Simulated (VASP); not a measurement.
# KI (Fm-3m) in VASP: a series of runs

KI is run at these levels: PBE, LDA, PBEsol; tasks: single point.

Program: VASP 6.6.1. These are calculated values, not measurements. Logs are shortened: lines on timing, memory, paths and dates and some standing lists are left out, and cuts for length are marked.

**The experiment to reproduce.**

From a printed reference work, monograph, for a bulk crystal of KI: band gap 6.32 eV.

The results are compared with them further down.

## (1) The cell of the first run

Symmetry: Fm-3m, No. 225, cubic system. Conventional cell: a = 7.089 Å, b = 7.089 Å, c = 7.089 Å, α = 90.00°, β = 90.00°, γ = 90.00°. K (site symmetry m-3m) has 6 I at 3.54 Å within 4.7 Å. Within 4.7 Å of I (site symmetry m-3m) lie 6 K at 3.54 Å.

## (2) Single point, PBE

The input, INCAR:

```
SYSTEM = KI
ALGO = Normal ; EDIFF = 1E-7
ENCUT = 520 ; GGA = PE
ISIF = 2 ; ISMEAR = 0
LASPH = .True. ; LCHARG = .False.
LREAL = .False. ; LWAVE = .False.
NBANDS = 15 ; NELM = 100
PREC = Accurate ; SIGMA = 0.01
```

The input, KPOINTS:

```
k-points
0
Gamma
  4 4 4
  0 0 0
```

The input, POSCAR:

```
KI
1.0
    0.0000000000      3.5445661589      3.5445661589
    3.5445661589      0.0000000000      3.5445661589
    3.5445661589      3.5445661589      0.0000000000
K I
1 1
Direct
    0.0000000000      0.0000000000      0.0000000000
    0.5000000000      0.5000000000      0.5000000000
```

Potentials or basis: VASP PAW PBE potentials, release 64 (K_sv, I).

Launch:

```bash
cat potpaw_PBE.64/K_sv/POTCAR potpaw_PBE.64/I/POTCAR > POTCAR
mpirun -np 1 vasp_std > vasp.out
```

OUTCAR:

```text
SYSTEM = KI
   EDIFF = 1E-7
   ENCUT = 520
   GGA = PE
   ISIF = 2
   ISMEAR = 0
   LASPH = .True.
   LREAL = .False.
   NELM = 100
   PREC = Accurate

 ion  position               nearest neighbor table
   1  0.000  0.000  0.000-   2 3.54   2 3.54   2 3.54   2 3.54   2 3.54   2 3.54
   2  0.500  0.500  0.500-   1 3.54   1 3.54   1 3.54   1 3.54   1 3.54   1 3.54

  LATTYP: Found a face centered cubic cell.
 ALAT       =     7.0891323178

  Lattice vectors:

 A1 = (   0.0000000000,   3.5445661589,   3.5445661589)
 A2 = (   3.5445661589,   0.0000000000,   3.5445661589)
 A3 = (   3.5445661589,   3.5445661589,   0.0000000000)

Analysis of symmetry for initial positions (statically):
=====================================================================
 Subroutine PRICEL returns:
 Original cell was already a primitive cell.

 Routine SETGRP: Setting up the symmetry group for a
 face centered cubic supercell.

 Subroutine GETGRP returns: Found 48 space group operations
 (whereof 48 operations were pure point group operations)
 out of a pool of 48 trial point group operations.

The static configuration has the point symmetry O_h .

Analysis of symmetry for dynamics (positions and initial velocities):
=====================================================================
 Subroutine PRICEL returns:
 Original cell was already a primitive cell.

 Routine SETGRP: Setting up the symmetry group for a
 face centered cubic supercell.

 Subroutine GETGRP returns: Found 48 space group operations
 (whereof 48 operations were pure point group operations)
 out of a pool of 48 trial point group operations.

The dynamic configuration has the point symmetry O_h .

 Subroutine INISYM returns: Found 48 space group operations
 (whereof 48 operations are pure point group operations),
 and found     1 'primitive' translations

----------------------------------------------------------------------------------------

                                     Primitive cell

  volume of cell :      89.0675

  direct lattice vectors                    reciprocal lattice vectors
     0.000000000  3.544566159  3.544566159    -0.141060987  0.141060987  0.141060987
     3.544566159  0.000000000  3.544566159     0.141060987 -0.141060987  0.141060987
     3.544566159  3.544566159  0.000000000     0.141060987  0.141060987 -0.141060987

  length of vectors
     5.012773535  5.012773535  5.012773535     0.244324796  0.244324796  0.244324796

  position of ions in fractional coordinates (direct lattice)
     0.000000000  0.000000000  0.000000000
     0.500000000  0.500000000  0.500000000

  ion indices of the primitive-cell ions
   primitive index   ion index
                 1           1
                 2           2

----------------------------------------------------------------------------------------

 KPOINTS: k-points

Automatic generation of k-mesh.
 Grid dimensions read from file:
 generate k-points for:    4    4    4

 Generating k-lattice:

  Cartesian coordinates                     Fractional coordinates (reciprocal lattice)
    -0.035265247  0.035265247  0.035265247     0.250000000  0.000000000  0.000000000
     0.035265247 -0.035265247  0.035265247     0.000000000  0.250000000  0.000000000
     0.035265247  0.035265247 -0.035265247     0.000000000  0.000000000  0.250000000

  Length of vectors
     0.061081199  0.061081199  0.061081199

  Shift w.r.t. Gamma in fractional coordinates (k-lattice)
     0.000000000  0.000000000  0.000000000

 Subroutine IBZKPT returns following result:
 ===========================================

 Found      8 irreducible k-points:

 Following reciprocal coordinates:
            Coordinates               Weight
  0.000000  0.000000  0.000000      1.000000
  0.250000  0.000000  0.000000      8.000000
  0.500000  0.000000  0.000000      4.000000
  0.250000  0.250000  0.000000      6.000000
  0.500000  0.250000  0.000000     24.000000
 -0.250000  0.250000  0.000000     12.000000
  0.500000  0.500000  0.000000      3.000000
 -0.250000  0.500000  0.250000      6.000000
   k-points           NKPTS =      8   k-points in BZ     NKDIM =      8   number of bands    NBANDS=     15
   number of dos      NEDOS =    301   number of ions     NIONS =      2
   total plane-waves  NPLWV =  64000
   dimension x,y,z NGX =    40 NGY =   40 NGZ =   40
   dimension x,y,z NGXF=    80 NGYF=   80 NGZF=   80
   ions per type =               1   1
   NGX,Y,Z   is equivalent  to a cutoff of  13.27, 13.27, 13.27 a.u.
   NGXF,Y,Z  is equivalent  to a cutoff of  26.53, 26.53, 26.53 a.u.
 SYSTEM =  KI
   PREC   = accura    normal or accurate (medium, high low for compatibility)
   ISTART =      0    job   : 0-new  1-cont  2-samecut
   ICHARG =      2    charge: 1-file 2-atom 10-const
   ISPIN  =      1    spin polarized calculation?
   LNONCOLLINEAR =      F non collinear calculations
   LSORBIT =      F    spin-orbit coupling
   LASPH  =      T    aspherical Exc in radial PAW
   ENCUT  =  520.0 eV  38.22 Ry    6.18 a.u.   9.32  9.32  9.32*2*pi/ulx,y,z
   NELM   =    100;   NELMIN=  2; NELMDL= -5     # of ELM steps
   EDIFF  = 0.1E-06   stopping-criterion for ELM
   LREAL  =      F    real-space projection
   EDIFFG = 0.1E-05   stopping-criterion for IOM
   NSW    =      0    number of steps for IOM
   IBRION =     -1    ionic relax: 0-MD 1-quasi-New 2-CG
   NFREE  =      0    steps in history (QN), initial steepest desc. (CG)
   ISIF   =      2    stress and relaxation
   ISYM   =      2    0-nonsym 1-usesym 2-fastsym
   POTIM  = 0.5000    time-step for ionic-motion
   TEBEG  =    0.0;   TEEND  =   0.0 temperature during run
   PSTRESS=    0.0 pullay stress
   NELECT =      16.0000    total number of electrons
   NUPDOWN=      -1.0000    fix difference up-down
   EMIN   =  10.00;   EMAX   =-10.00  energy-range for DOS
   EFERMI =   0.00;   METHOD = LEGACY
   ISMEAR =     0;   SIGMA  =   0.01  broadening in eV -4-tet -1-fermi 0-gaus
   EFERMI_NEDOS =   21; number of points for ismear=-14 and -15
   IALGO  =     38    algorithm
   IMIX   =      4    mixing-type and parameters
     AMIX     =   0.40;   BMIX     =  1.00
     AMIX_MAG =   1.60;   BMIX_MAG =  1.00
  volume/ion in A,a.u.               =      44.53       300.53
  Fermi-wavevector in a.u.,A,eV,Ry     =   0.923723  1.745583 11.609363  0.853264
  Thomas-Fermi vector in A             =   2.049391
   LORBIT       =      0    0 simple, 1 ext, 2 COOP (PROOUT), +10 PAW based schemes
   GGA     = PE    functional components
   LHFCALC =     F    Hartree Fock is set to
   AEXX    =    0.0000 exact exchange contribution
   IVDW    =     0    specifies the selected vdW correction
   LEPSILON=     F    determine dielectric tensor
   LRPA    =     F    only Hartree local field effects (RPA)
 non-spin polarized calculation
 Gauss-broadening in eV      SIGMA  =   0.01
  energy-cutoff  :      520.00
  volume of cell :       89.07
 maximum number of plane-waves:      2421
 NGX is ok and might be reduce to    40
   NGX = 19   NGY = 19   NGZ = 19

 number of electron      15.9999999 magnetization

 Free energy of the ion-electron system (eV)
  ---------------------------------------------------
  ext. energy  EPLUGINS =         0.00000000
  ---------------------------------------------------
  free energy    TOTEN  =        -5.55865894 eV

  energy without entropy =       -5.55865894  energy(sigma->0) =       -5.55865894

 E-fermi :  -0.3216     XC(G=0):  -7.1379

 val. band max:       -0.4658742991   @ k =   0.0000   0.0000   0.0000
 cond. band min:       3.4735441021   @ k =   0.0000   0.0000   0.0000
 fundamental gap:      3.9394184011
 Fermi energy:        -0.3215520744

 k-point     1 :       0.0000    0.0000    0.0000
  band No.  band energies     occupation
      1     -28.9870      2.00000
      2     -12.4734      2.00000
      3     -12.4734      2.00000
      4     -12.4734      2.00000
      5     -10.9527      2.00000
      6      -0.4659      2.00000
      7      -0.4659      2.00000
      8      -0.4659      2.00000
      9       3.4735      0.00000
     10       6.0339      0.00000
     11       6.0339      0.00000
     12       6.0339      0.00000
     13       6.7442      0.00000
     14       6.7442      0.00000
     15       9.3118      0.00000

 k-point     2 :       0.2500    0.0000    0.0000
  band No.  band energies     occupation
      1     -28.9860      2.00000
      2     -12.5467      2.00000
      3     -12.4745      2.00000
      4     -12.4745      2.00000
      5     -10.8171      2.00000
      6      -1.2122      2.00000
      7      -0.6375      2.00000
      8      -0.6375      2.00000
      9       4.5659      0.00000
     10       6.0964      0.00000
     11       6.6367      0.00000
     12       6.6367      0.00000
     13       7.4308      0.00000
     14       7.4308      0.00000
     15       9.7894      0.00000

 k-point     3 :       0.5000    0.0000    0.0000
  band No.  band energies     occupation
      1     -28.9850      2.00000
      2     -12.6110      2.00000
      3     -12.4757      2.00000
      4     -12.4757      2.00000
      5     -10.6882      2.00000
      6      -1.7629      2.00000
      7      -0.7936      2.00000
      8      -0.7936      2.00000
      9       5.0463      0.00000
     10       7.2150      0.00000
     11       7.6568      0.00000
     12       7.6568      0.00000
     13       8.2201      0.00000
     14       8.2201      0.00000
     15       8.7981      0.00000
[... 55 lines left out ...]
 k-point     7 :       0.5000    0.5000    0.0000
  band No.  band energies     occupation
      1     -28.9844      2.00000
      2     -12.5166      2.00000
      3     -12.4908      2.00000
      4     -12.4908      2.00000
      5     -10.8133      2.00000
      6      -1.4478      2.00000
      7      -0.8268      2.00000
      8      -0.8268      2.00000
      9       4.4845      0.00000
     10       5.2760      0.00000
     11       7.6186      0.00000
     12       8.2151      0.00000
     13       8.2921      0.00000
     14       9.1237      0.00000
     15       9.1237      0.00000

 k-point     8 :      -0.2500    0.5000    0.2500
  band No.  band energies     occupation
      1     -28.9844      2.00000
      2     -12.5206      2.00000
      3     -12.5036      2.00000
      4     -12.5036      2.00000
      5     -10.7585      2.00000
      6      -1.1813      2.00000
      7      -1.1813      2.00000
      8      -1.0533      2.00000
      9       5.9935      0.00000
     10       5.9935      0.00000
     11       6.1417      0.00000
     12       7.6860      0.00000
     13       8.3311      0.00000
     14       9.1550      0.00000
     15       9.5099      0.00000

------------------------ aborting loop because EDIFF is reached ----------------------------------------

  FORCE on cell =-STRESS in cart. coord.  units (eV):
  Direction    XX          YY          ZZ          XY          YZ          ZX
  --------------------------------------------------------------------------------------
  -------------------------------------------------------------------------------------
  Total        0.2700241      0.2700241      0.2700241      0.0000000     -0.0000000      0.0000000
  in kB        4.8572882      4.8572882      4.8572882      0.0000000     -0.0000000      0.0000000
  external PRESSURE =       4.8572882 kB  Pullay stress =       0.0000000 kB

 VOLUME and BASIS-vectors are now :
 -----------------------------------------------------------------------------
  energy-cutoff  :      520.00
  volume of cell :       89.07
      direct lattice vectors                 reciprocal lattice vectors
     0.000000000  3.544566159  3.544566159    -0.141060987  0.141060987  0.141060987
     3.544566159  0.000000000  3.544566159     0.141060987 -0.141060987  0.141060987
     3.544566159  3.544566159  0.000000000     0.141060987  0.141060987 -0.141060987

 POSITION                                       TOTAL-FORCE (eV/Angst)
 -----------------------------------------------------------------------------------
      0.00000      0.00000      0.00000        -0.000000     -0.000000     -0.000000
      3.54457      3.54457      3.54457         0.000000      0.000000      0.000000
 -----------------------------------------------------------------------------------
    total drift:                                0.000000     -0.000000     -0.000000

  FREE ENERGIE OF THE ION-ELECTRON SYSTEM (eV)
  ---------------------------------------------------
  free  energy   TOTEN  =        -5.5586589375 eV

  energy  without entropy=       -5.5586589375  energy(sigma->0) =       -5.55865894
```

Run time: 14 s. Hardware: 1 thread of AMD EPYC 7R13 (Zen 3), shared host; peak memory 0.2 GiB.

What came out:

| Item | Value |
| --- | --- |
| Free energy | -5.5587 eV |
| Pressure | 0.5 GPa |
| Band gap on the k mesh | 3.94 eV |

Levels at points of the mesh, in eV from the valence-band top:
| k point | band 6 | band 7 | band 8 | band 9 | band 10 | band 11 |
| --- | --- | --- | --- | --- | --- | --- |
| (0.00, 0.00, 0.00) | 0.00 | 0.00 | 0.00 | 3.94 | 6.50 | 6.50 |
| (0.50, 0.00, 0.00) | -1.30 | -0.33 | -0.33 | 5.51 | 7.68 | 8.12 |
| (0.50, 0.50, 0.00) | -0.98 | -0.36 | -0.36 | 4.95 | 5.74 | 8.08 |

Caveat: spin-orbit coupling is left out, which moves the levels of the heavy elements.

## (3) Single point, LDA

This run uses another cell than the first one, of 39.72 Å³/atom.

The input, INCAR:

```
  ALGO = Normal
  EDIFF = 1E-7
  ENCUT = 520
  GGA = CA
  ISIF = 2
  ISMEAR = -1
  LASPH = True
  LCHARG = True
  LELF = True
  LREAL = False
  LVHAR = True
  LWAVE = False
  NBANDS = 15
  NELM = 60
  PREC = Accurate
  SIGMA = 0.02
```

The input, KPOINTS:

```
k-points
0
Gamma
  6 6 6
```

The input, POSCAR:

```
KI
1.0
    0.0000000000      3.4120640498      3.4120640498
    3.4120640498      0.0000000000      3.4120640498
    3.4120640498      3.4120640498      0.0000000000
K I
1 1
Direct
    0.0000000000      0.0000000000      0.0000000000
    0.5000000000      0.5000000000      0.5000000000
```

Potentials or basis: VASP PAW LDA potentials, release 64 (K_sv, I).

Launch:

```bash
cat potpaw_LDA.64/K_sv/POTCAR potpaw_LDA.64/I/POTCAR > POTCAR
mpirun -np 1 vasp_std > vasp.out
```

It took 16 s on 1 thread of AMD EPYC 7R13 (Zen 3), shared host; peak memory 0.15 GiB.

Results (log left out):

| Quantity | Value |
| --- | --- |
| Free energy | -6.1662 eV |
| Pressure | 0.0 GPa |
| Band gap on the k mesh | 3.87 eV |

Levels at points of the mesh, in eV from the valence-band top:
```
           k point  band 4  band 5  band 6  band 7  band 8  band 9  band 10  band 11  band 12  band 13
(0.00, 0.00, 0.00)  -11.73  -10.75    0.00    0.00    0.00    3.87     6.22     6.22     6.22     7.05
(0.50, 0.00, 0.00)  -11.73  -10.26   -1.65   -0.45   -0.45    5.36     7.72     8.18     8.18     8.63
(0.50, 0.50, 0.00)  -11.76  -10.55   -1.21   -0.44   -0.44    4.49     5.73     8.04     8.85     9.04
```

Caveat: spin-orbit coupling is left out, which moves the levels of the heavy elements.

## (4) Single point, PBEsol

This run uses another cell than the first one, of 43.04 Å³/atom.

The input, INCAR:

```
SYSTEM = KI
PREC = Accurate
ENCUT = 520
EDIFF = 1E-6
ISMEAR = -1
SIGMA = 0.02
LREAL = .False.
LASPH = .True.
NELM = 80
ALGO = Normal
ISIF = 2
LWAVE = .False.
LCHARG = .False.
GGA = PS
NBANDS = 15
```

The input, KPOINTS:

```
regular mesh
0
Gamma
  6 6 6
  0 0 0
```

The input, POSCAR:

```
KI
1.0
    0.0000000000      3.5043784749      3.5043784749
    3.5043784749      0.0000000000      3.5043784749
    3.5043784749      3.5043784749      0.0000000000
K I
1 1
Direct
    0.0000000000      0.0000000000      0.0000000000
    0.5000000000      0.5000000000      0.5000000000
```

Potentials or basis: VASP PAW PBE potentials, release 64 (K_sv, I).

Launch:

```bash
cat potpaw_PBE.64/K_sv/POTCAR potpaw_PBE.64/I/POTCAR > POTCAR
mpirun -np 1 vasp_std > vasp.out
```

Run time: 19 s. Hardware: 1 thread of AMD EPYC 7R13 (Zen 3), shared host; peak memory 0.2 GiB.

The run converged. Its results:

- Free energy: -5.8160 eV
- Pressure: 0.0 GPa
- Band gap on the k mesh: 3.86 eV

Levels at points of the mesh, in eV from the valence-band top:
```tsv
k point	band 5	band 6	band 7	band 8	band 9	band 10	band 11	band 12
(0.00, 0.00, 0.00)	-10.57	0.00	0.00	0.00	3.86	6.41	6.41	6.41
(0.50, 0.00, 0.00)	-10.25	-1.41	-0.36	-0.36	5.41	7.68	8.11	8.11
(0.50, 0.50, 0.00)	-10.42	-1.06	-0.39	-0.39	4.78	5.73	8.10	8.75
```

Caveat: the PAW data sets were made with another functional, which shifts forces and pressure a little; spin-orbit coupling is left out, which moves the levels of the heavy elements.

## (5) Single point, PBE

The input, INCAR:

```
  PREC = Accurate
  ENCUT = 520
  EDIFF = 1E-6
  ISMEAR = -1
  SIGMA = 0.02
  LREAL = False
  LASPH = True
  NELM = 100
  ALGO = Normal
  ISIF = 2
  LWAVE = False
  LCHARG = False
  GGA = PE
  NBANDS = 15
```

The input, KPOINTS:

```
Automatic mesh
0
Gamma
  6 6 6
```

The input, POSCAR:

```
KI
1.0
    0.0000000000      3.5445661589      3.5445661589
    3.5445661589      0.0000000000      3.5445661589
    3.5445661589      3.5445661589      0.0000000000
K I
1 1
Direct
    0.0000000000      0.0000000000      0.0000000000
    0.5000000000      0.5000000000      0.5000000000
```

Launch:

```bash
cat potpaw_PBE.64/K_sv/POTCAR potpaw_PBE.64/I/POTCAR > POTCAR
mpirun -np 1 vasp_std > vasp.out
```

Run time: 18 s. Hardware: 1 thread of AMD EPYC 7R13 (Zen 3), shared host; peak memory 0.21 GiB.

The run converged. Its results:

```
Free energy            : -5.5595 eV
Pressure               : 0.5 GPa
Band gap on the k mesh : 3.94 eV
```

Levels at points of the mesh, in eV from the valence-band top:
```csv
k point,band 4,band 5,band 6,band 7,band 8,band 9,band 10,band 11,band 12,band 13
"(0.00, 0.00, 0.00)",-12.01,-10.49,0.00,0.00,0.00,3.94,6.50,6.50,6.50,7.21
"(0.50, 0.00, 0.00)",-12.01,-10.22,-1.30,-0.33,-0.33,5.51,7.68,8.12,8.12,8.69
"(0.50, 0.50, 0.00)",-12.02,-10.35,-0.98,-0.36,-0.36,4.95,5.74,8.09,8.68,8.76
```

Caveat: spin-orbit coupling is left out, which moves the levels of the heavy elements.

## (6) The runs side by side

```tsv
level	potentials or basis	cell	k mesh	smearing	gap on the mesh (eV)	pressure (GPa)
PBE	VASP PAW PBE potentials, release 64 (K_sv, I)	a = 5.013 Å, angles 60.0°, 2 atoms	4 × 4 × 4	gaussian 0.01 eV	3.94	0.5
LDA	VASP PAW LDA potentials, release 64 (K_sv, I)	a = 4.825 Å, angles 60.0°, 2 atoms	6 × 6 × 6	fermi-dirac 0.02 eV	3.87	0.0
PBEsol	VASP PAW PBE potentials, release 64 (K_sv, I)	a = 4.956 Å, angles 60.0°, 2 atoms	6 × 6 × 6	fermi-dirac 0.02 eV	3.86	0.0
PBE	VASP PAW PBE potentials, release 64 (K_sv, I)	a = 5.013 Å, angles 60.0°, 2 atoms	6 × 6 × 6	fermi-dirac 0.02 eV	3.94	0.5
```

Alike in all rows: task single point; no spin polarisation; cutoff (eV) 520.

Caveats: spin-orbit coupling is left out, which moves the levels of the heavy elements; the PAW data sets were made with another functional, which shifts forces and pressure a little (at least some runs).

Total energies depend on the potentials used, so only differences within one code and one set of settings carry meaning.

## (7) Comparison with measurements

Step 2. Against the measured gap of KI, 6.32 eV (a printed reference work, monograph), the calculated 3.94 eV is off by -2.38 eV. Spin-orbit coupling on I is left out. The value is that of PBE, without temperature or zero-point motion. Semilocal functionals fall short of measured gaps as a rule.

Step 3. A measured gap of KI is 6.32 eV (a printed reference work, monograph); the calculated 3.87 eV misses it by -2.45 eV. Spin-orbit coupling on I is left out. The value is that of LDA, without temperature or zero-point motion. Semilocal functionals fall short of measured gaps as a rule.

Step 4. Measured gap of KI: 6.32 eV (a printed reference work, monograph). This calculation gives 3.86 eV (-2.46 eV). Spin-orbit coupling on I is left out. The value is that of PBEsol, without temperature or zero-point motion. Semilocal functionals fall short of measured gaps as a rule.

Step 5. A measured gap of KI is 6.32 eV (a printed reference work, monograph); the calculated 3.94 eV misses it by -2.38 eV. Spin-orbit coupling on I is left out. The value is that of PBE, without temperature or zero-point motion. Semilocal functionals fall short of measured gaps as a rule.
